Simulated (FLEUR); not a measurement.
# Ge (Fd-3m) in FLEUR: further runs, part 2 of 2

FLEUR MaX-R8.1 (later development tree). The steps go on from the part before.

## Step 5: Equation of state, LDA (von Barth-Hedin), 22.64 Å³/atom

The input, inp.xml:

```xml
<?xml version="1.0" encoding="UTF-8" standalone="no"?>
<fleurInput fleurInputVersion="0.39">
   <comment>
      Ge                                                                                                  
   </comment>
   <calculationSetup>
      <cutoffs Kmax="4.71" Gmax="14.6" GmaxXC="14.6" numbands="0"/>
      <scfLoop itmax="60" minDistance="0.00001" maxIterBroyd="15" imix="Anderson" alpha="0.05" precondParam="0.0" spinf="2.0" sdNocoIR="T"/>
      <coreElectrons ctail="T" frcor="F" kcrel="0" coretail_lmax="0"/>
      <xcFunctional name="bh" relativisticCorrections="F"/>
      <magnetism jspins="1"/>
      <soc l_soc="F" theta="0.0" phi="0.0" spav="F"/>
      <expertModes spex="0" secvar="F"/>
      <geometryOptimization l_f="F" forcealpha="1.0" forcemix="BFGS" epsdisp="0.00001" epsforce="0.00001"/>
      <ldaU l_linMix="F" mixParam="0.05" spinf="1.0"/>
   </calculationSetup>
   <cell>
      <bzIntegration valenceElectrons="44.0" mode="hist" fermiSmearingEnergy="0.00183747">
         <kPointListSelection listName="default-1"/>
         <!-- k-points included here -->
         <xi:include xmlns:xi="http://www.w3.org/2001/XInclude" href="kpts.xml"> </xi:include>
      </bzIntegration>
      <!-- symmetry operations included here -->
      <xi:include xmlns:xi="http://www.w3.org/2001/XInclude" href="sym.xml"> </xi:include>
      <bulkLattice scale="1.0000000000">
         <bravaisMatrix>
            <row-1>    0.0000000000000000     5.3458651311421859     5.3458651311421859</row-1>
            <row-2>    5.3458651311421859     0.0000000000000000     5.3458651311421859</row-2>
            <row-3>    5.3458651311421859     5.3458651311421859     0.0000000000000000</row-3>
         </bravaisMatrix>
      </bulkLattice>
   </cell>
   <atomSpecies>
      <species name="Germanium (Ge)" element="Ge" atomicNumber="32">
         <mtSphere radius="2.08" gridPoints="707" logIncrement="0.017"/>
         <atomicCutoffs lmax="9" lnonsphr="7"/>
         <electronConfig flipSpins="F">
            <coreConfig>(1s1/2) (2s1/2) (2p1/2) (2p3/2)</coreConfig>
            <valenceConfig>(3s1/2) (3p1/2) (3p3/2) (4s1/2) (3d3/2) (3d5/2) (4p1/2) (4p3/2)</valenceConfig>
            <stateOccupation state="(4p1/2)" spinUp="0.333333" spinDown="0.333333"/>
            <stateOccupation state="(4p3/2)" spinUp="0.666667" spinDown="0.666667"/>
         </electronConfig>
         <energyParameters s="4" p="4" d="3" f="4"/>
         <lo type="SCLO" l="0" n="3" eDeriv="0"/>
         <lo type="SCLO" l="1" n="3" eDeriv="0"/>
         <lo type="SCLO" l="1" n="3" eDeriv="1"/>
         <lo type="HELO" l="2" n="4" eDeriv="0"/>
         <lo type="HELO" l="2" n="4" eDeriv="1"/>
         <lo type="SCLO" l="3" n="4" eDeriv="2"/>
      </species>
   </atomSpecies>
   <atomGroups>
      <atomGroup species="Germanium (Ge)">
         <relPos label="                   1">-3.000/8.000 -3.000/8.000 -3.000/8.000</relPos>
         <relPos label="                   2">3.000/8.000 3.000/8.000 3.000/8.000</relPos>
         <force calculate="T" relaxXYZ="TTT"/>
      </atomGroup>
   </atomGroups>
   <output dos="F" band="F" slice="F">
      <checks vchk="F" cdinf="F"/>
      <bandDOS minEnergy="-.5*Htr" maxEnergy="0.5*Htr" sigma="0.015" storeEVData="T"/>
      <vacuumDOS vacdos="F" integ="F" star="F" nstars="0" locx1="0.0" locy1="0.0" locx2="0.0" locy2="0.0" nstm="0" tworkf="0.0"/>
      <unfoldingBand unfoldBand="F" supercellX="1" supercellY="1" supercellZ="1"/>
      <plotting iplot="0" polar="F">
         <plot TwoD="T" vec1="  1.0  0.0  0.0" vec2="  0.0  1.0  0.0" vec3="  0.0  0.0  1.0" zero="  0.0  0.0  0.0" file="plot"/>
      </plotting>
      <chargeDensitySlicing numkpt="0" minEigenval="0.0" maxEigenval="0.0" nnne="0" pallst="F"/>
      <specialOutput eonly="F"/>
      <moessbauerParams electricFieldGradient="T" isomerShift="T" coreHyperfine="T" valenceHyperfine="T"/>
      <magneticCircularDichroism mcd="F" energyLo="-10.0" energyUp="0.0"/>
   </output>
  <!-- We include the file relax.xml here to enable relaxations (see documentation) -->
  <xi:include xmlns:xi="http://www.w3.org/2001/XInclude" href="relax.xml"> <xi:fallback/> </xi:include>
</fleurInput>
```

Started as:

```console
> inpgen -f crystal.txt -profile fastHighL
> # inp.xml edited to the form shown
> fleur_MPI
```

It took 31 s on 1 thread of Arm Neoverse V2, shared host; peak memory 0.09 GiB.

The run converged. Its results:

| Quantity | Value |
| --- | --- |
| Free energy | -114109.3797 eV |
| Band gap on the k mesh | none (metal or under the smearing width) |
| Valence electrons inside the program's atomic spheres | Ge 19.80 (radii Ge 2.08 bohr) |

## Step 6: Equation of state, LDA (von Barth-Hedin), 23.54 Å³/atom (volume scaled by 1.04)

Edit inp.xml of step 5 so:

```diff
@@ -24,3 +24,3 @@
       <xi:include xmlns:xi="http://www.w3.org/2001/XInclude" href="sym.xml"> </xi:include>
-      <bulkLattice scale="1.0000000000">
+      <bulkLattice scale="1.0131594038">
          <bravaisMatrix>
```

Potentials or basis: all-electron, FLAPW.

Started as:

```console
> inpgen -f crystal.txt -profile fastHighL
> # inp.xml edited to the form shown
> fleur_MPI
```

Wall time 33 s (1 thread of Arm Neoverse V2, shared host); peak memory 0.09 GiB.

Results (log left out):

```
Free energy                                           : -114109.3457 eV
Band gap on the k mesh                                : none (metal or under the smearing width)
Valence electrons inside the program's atomic spheres : Ge 19.77 (radii Ge 2.08 bohr)
```

## Step 7: Equation of state, LDA (von Barth-Hedin), 24.00 Å³/atom (volume scaled by 1.06)

Edit inp.xml of step 6 so:

```diff
@@ -24,3 +24,3 @@
       <xi:include xmlns:xi="http://www.w3.org/2001/XInclude" href="sym.xml"> </xi:include>
-      <bulkLattice scale="1.0131594038">
+      <bulkLattice scale="1.0196128224">
          <bravaisMatrix>
```

Started as:

```console
> inpgen -f crystal.txt -profile fastHighL
> # inp.xml edited to the form shown
> fleur_MPI
```

It took 34 s on 1 thread of Arm Neoverse V2, shared host; peak memory 0.09 GiB.

The run converged. Its results:

```
Free energy                                           : -114109.3195 eV
Band gap on the k mesh                                : none (metal or under the smearing width)
Valence electrons inside the program's atomic spheres : Ge 19.76 (radii Ge 2.08 bohr)
```

## Step 8: Equation of state, LDA (von Barth-Hedin)

Potentials or basis: all-electron, FLAPW.

This step only gathers the single runs of the series.

Results:

* Equilibrium volume: 22.04 Å³/atom
* Bulk modulus: 72 GPa
* Pressure derivative of the bulk modulus: 4.1 (rough: it moves with the points fitted)

Energy against volume, from the lowest point:
```csv
volume (Å³/atom),energy (meV/atom)
21.281,5.27
21.733,0.00
22.639,2.51
23.545,19.51
23.997,32.64
```

## Step 9: How close it comes

Step 2. Measured gap of Ge: 0.744 eV (indirect; 0 K; “Temperature-dependent photoluminescence in Ge: experiment and theory”, 2020, arxiv:2003.00143). This calculation gives 0.00 eV (-0.74 eV). 3 values of this kind are on record (0.666 to 0.807 eV); this one was drawn at random among those near their median. Spin-orbit coupling on Ge is left out. The value is that of LDA (von Barth-Hedin), without temperature or zero-point motion.

Step 8. Against the measured bulk modulus of Ge, 75.8 GPa (quoted in “Sub-monolayer structures of Ag overlayers on Ge(111): experimental observations and first-principles study”, 2019, arxiv:1908.00180), the calculated 72 GPa is off by -5.4 %. The fit is for a static lattice scaled at fixed shape and fixed fractional positions. The cell as given is a measured one (22.64 Å³/atom); LDA (von Barth-Hedin) puts the equilibrium volume -2.6 % from it, thermal expansion not counted.
